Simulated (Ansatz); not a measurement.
# HgTe: how the settings move a single-point run

How sensitive is a single-point run of HgTe to its settings? A reference run comes first, then four runs with altered input.

Method: reference: DFT, PBEsol, plane waves, PAW, in Ansatz 0.2.0.

3 further runs of the same task are left out: 1 for a known fault of the program, 2 that didn't finish.

## 1. The system as given

The structure is cubic, space group Fm-3m (No. 225). Conventional cell: a = 6.041 Å, b = 6.041 Å, c = 6.041 Å, α = 90.00°, β = 90.00°, γ = 90.00°. Hg (site symmetry m-3m) has 6 Te at 3.02 Å as nearest neighbours. Te (site symmetry m-3m) has 6 Hg at 3.02 Å as nearest neighbours.

As a file:

```cif
data_structure
_symmetry_space_group_name_H-M 'Fm-3m'
_symmetry_Int_Tables_number 225
_cell_length_a 6.0408
_cell_length_b 6.0408
_cell_length_c 6.0408
_cell_angle_alpha 90.000
_cell_angle_beta 90.000
_cell_angle_gamma 90.000
_cell_volume 220.44
loop_
_atom_site_label
_atom_site_type_symbol
_atom_site_symmetry_multiplicity
_atom_site_Wyckoff_symbol
_atom_site_fract_x
_atom_site_fract_y
_atom_site_fract_z
_atom_site_occupancy
Hg1 Hg 4 a 0.00000 0.00000 0.00000 1
Te1 Te 4 b 0.50000 0.00000 0.00000 1
```

## 2. The reference run

input.yaml reads:

```yaml
crystal:
  lattice:
    - [0.0, 3.0204014048, 3.0204014048]
    - [3.0204014048, 0.0, 3.0204014048]
    - [3.0204014048, 3.0204014048, 0.0]
  atoms:
    - { symbol: Hg, position: [0.0, 0.0, 0.0] }
    - { symbol: Te, position: [0.5, 0.5, 0.5] }
kpoints:
  mp_grid: { grid: [6, 6, 6] }
hamiltonian:
  xc: pbesol
scf:
  occupations: { method: fermi_dirac, width: 0.02 }
  n_extra_bands: 4
output:
  forces: true
  stress: true
  eigenvalues: true
```

Run with:

```
> ansatz run input.yaml --threads 4 --pin off --max-ram 3686MiB --backend cpu --events-out ev --progress --plain --runs-dir out
```

## 3. Changed: occupations.method gaussian, occupations.width 0.2

Changes to input.yaml since step 2:

```diff
@@ -13,3 +13,3 @@
 scf:
-  occupations: { method: fermi_dirac, width: 0.02 }
+  occupations: { method: gaussian, width: 0.2 }
   n_extra_bands: 4
```

## 4. Changed: ecutwfc 300

Changes to input.yaml since step 2:

```diff
@@ -19 +19,3 @@
   eigenvalues: true
+basis:
+  ecutwfc: 300
```

## 5. Changing settings: accuracy high

Changes to input.yaml since step 2:

```diff
@@ -19 +19,2 @@
   eigenvalues: true
+accuracy: high
```

## 6. Changing settings: ecutwfc 200

Changes to input.yaml since step 2:

```diff
@@ -19 +19,3 @@
   eigenvalues: true
+basis:
+  ecutwfc: 200
```

Q: Predict the outcome of this session. Wanted: for each run, ending; energy change; pressure; gap; force.

**Answer**, as computed:

```csv
run,ending,energy change,pressure (GPa),gap (eV),force (eV/Å),cycles,time
reference,converged,0,-1.1,0.00,0.00,7,5.7 s
"1: occupations.method gaussian, occupations.width 0.2",converged,-1.8 meV/atom (σ→0),-1.1,0.00,0.00,6,5.7 s
2: ecutwfc 300,converged,+89.0 meV/atom,-1.1,0.00,0.00,7,4.3 s
3: accuracy high,converged,0.0 meV/atom,-1.1,0.00,0.00,9,7.4 s
4: ecutwfc 200,converged,+9.08 eV/atom,-0.4,0.00,0.00,8,4.3 s
```

Residual by cycle in the longest SCF loop of each run; runs are numbered as in the table. The quantity is the density residual dr2, in eV.

```csv
cycle,reference,run 1,run 2,run 3,run 4
1,0.00926,0.00903,0.0162,0.00926,2.75
2,0.00119,0.0019,0.00398,0.0012,0.744
3,2.9e-4,1.1e-4,1.8e-4,3.1e-4,0.0908
4,4.1e-5,2.4e-6,2.1e-5,4.5e-5,0.0153
5,6.1e-6,9.3e-9,6.2e-6,6.5e-6,1.1e-4
6,1.6e-7,2.9e-10,5.1e-7,1.7e-7,2.0e-6
7,2.0e-9,-,2.2e-9,2.0e-9,4.5e-8
8,-,-,-,3.8e-11,6.6e-10
9,-,-,-,3.9e-13,-
```

What this shows: Semilocal functionals close small gaps, so the missing gap need not be the real solid's. Runs 2 and 4 ran under the cutoff that the potentials recommend, as the log warns, so basis error is mixed into their values, and swamps them where the cutoff is far short.
